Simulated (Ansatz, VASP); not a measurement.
SiSe: VASP beside Ansatz

File INCAR:

```
SYSTEM = SiSe
  ALGO = Normal
  EDIFF = 1E-7
  ENCUT = 520
  GGA = PE
  ISIF = 2
  ISMEAR = -1
  LASPH = .True.
  LCHARG = .True.
  LELF = .True.
  LREAL = .False.
  LVHAR = .True.
  LWAVE = .False.
  NBANDS = 12
  NELM = 80
  PREC = Accurate
  SIGMA = 0.05
```

Contents of KPOINTS:

```
k-points
0
Gamma
  9 9 7
  0 0 0
```

The input POSCAR:

```
SiSe
1.0
    3.5952000000      0.0000000000      0.0000000000
   -1.7976000000      3.1135300000      0.0000000000
    0.0000000000      0.0000000000      3.5987300000
Si Se
1 1
Direct
    0.6666700000      0.3333300000      0.5000000000
    0.0000000000      0.0000000000      0.0000000000
```

input.yaml

```yaml
crystal:
  lattice:
    - [3.5952, 0.0, 0.0]
    - [-1.7976, 3.11353, 0.0]
    - [0.0, 0.0, 3.59873]
  atoms:
    - { symbol: Si, position: [0.66667, 0.33333, 0.5] }
    - { symbol: Se, position: [0.0, 0.0, 0.0] }
hamiltonian:
  xc: pbe
  pseudopotentials: { kind: paw }
kpoints:
  mp_grid: { grid: [9, 9, 7] }
scf:
  occupations: { method: fermi_dirac, width: 0.05 }
output:
  forces: true
  stress: true
  eigenvalues: true
  write_density: true
  write_potential: true
  elf: true
  volumetric_format: npy
```

The cell was built by a generator and needn't be a form met in nature.

Alike in both runs: task single point; functional PBE; k mesh 9 × 9 × 7; occupations fermi-dirac, width 0.05 eV; no spin polarisation.

|  | VASP | Ansatz |
| --- | --- | --- |
| version | VASP 6.6.1 | Ansatz 0.2.0 |
| potentials or method | VASP PAW PBE potentials, release 64 (Si, Se) | Ansatz PAW |
| plane-wave cutoff (eV) | 520 | 420 |
| valence electrons in the cell | 10 | 20 |

|  | VASP | Ansatz | Ansatz less VASP |
| --- | --- | --- | --- |
| gap on the k mesh at the Fermi level (eV) | none | none | - |
| pressure (GPa) | 0.4 | 0.4 | -0.04 |
| largest component of the traceless stress (GPa) | 0.53 | 0.52 | -0.010 |

A gap of «none» marks a metal or a gap that the smearing closes. The two sets of potentials don't hold the same shells in valence.
